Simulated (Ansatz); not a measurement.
Crystal: Ag, bcc type, 1 atom in the cell.

Level of theory: Ansatz 0.2.0 development build, PBE, plane waves, PAW datasets (generated soft set 1).

Cutoff 420 eV; k-mesh 23×23×23 Γ-centred; Fermi–Dirac smearing of 0.0612 eV; no spin polarisation.

```csv
V (Å³/atom),a (Å),E − E(min) (meV/atom),P (GPa)
16.920,3.2345,19.95,6.44
17.280,3.2573,8.32,3.97
17.640,3.2798,1.89,1.81
18.000,3.3019,0.00,-0.09
18.360,3.3238,2.10,-1.74
18.720,3.3454,7.67,-3.19
19.080,3.3667,16.28,-4.45
```

(1) Fit a third-order Birch–Murnaghan equation of state to the energies.

Answers

(1) V₀ = 17.983 Å³/atom (a₀ = 3.301 Å), B₀ = 88.9 GPa, B₀′ = 5.70.

The published all-electron PBE values for this crystal (mean of FLEUR and WIEN2k, k-spacing 0.06 Å⁻¹; Bosoni et al., Nat. Rev. Phys. 6, 45 (2024)) are V₀ = 17.982 Å³/atom, B₀ = 88.4 GPa, B₀′ = 5.71. This run's mesh is coarser (spacing 0.12 Å⁻¹), so part of any difference comes from k-sampling.

The stress includes the program's correction for the finite plane-wave basis.

This cubic structure is a model: it isn't the usual form of the substance at ambient conditions, and such phases are metastable or hypothetical. The k-mesh is modest, so these values aren't fully converged in k.
